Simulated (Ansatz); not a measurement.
**BN: what symmetry allows forces and stress to be**

```
B N
1.0
     0.02217    1.75752    1.81891
     1.80492    0.02217    1.81891
     1.82709    1.77970    0.00000
B N
1 1
Direct
  0.93105 0.93105 0.06895
  0.81895 0.81895 0.68105
```

All numbers below come from Ansatz 0.2.0, DFT PBEsol, scalar-relativistic, plane waves, PAW.

Plane waves to 420 eV, a k mesh through Γ of 12×12×12 on the computed 2-atom cell and Gaussian smearing (0.02 eV); no spin polarisation.

This distorted cell has space group C2, with 2 operations.

Problem. Without a calculation: in which directions can each atom feel a force?

Solution. A force must be left unchanged by every operation that keeps its atom in place, so it lies in the space that those operations leave fixed. Atoms that the group maps onto each other feel forces of one size.
```json
{"atom": "B1", "site symmetry": "2", "operations at the site": "2", "equivalent to atom": "1", "allowed force (Cartesian)": "along (0.00, 0.00, 1.00)"}
{"atom": "N2", "site symmetry": "2", "operations at the site": "2", "equivalent to atom": "2", "allowed force (Cartesian)": "along (0.00, 0.00, 1.00)"}
```

That leaves 2 independent force components of 6, tied by 1 condition that the forces sum to zero, so 1 remains. A relaxation in this cell that keeps the symmetry moves the atoms in these directions alone.

Problem. And the stress tensor?

Solution. It must be invariant under the point group, which leaves 4 independent components: yz, xz vanish.

Problem. Do the computed values obey this?

Solution. Yes. Forces (eV/Å):
```
B1   0.000  0.000  6.611
N2   0.000  0.000 -6.611
```

Stress (GPa, compression positive, xx yy zz yz xz xy): 72.37 80.16 40.45 0.00 0.00 8.44. The program imposes the same operations on density, forces and stress, so this confirms the analysis and is no independent test of the calculation.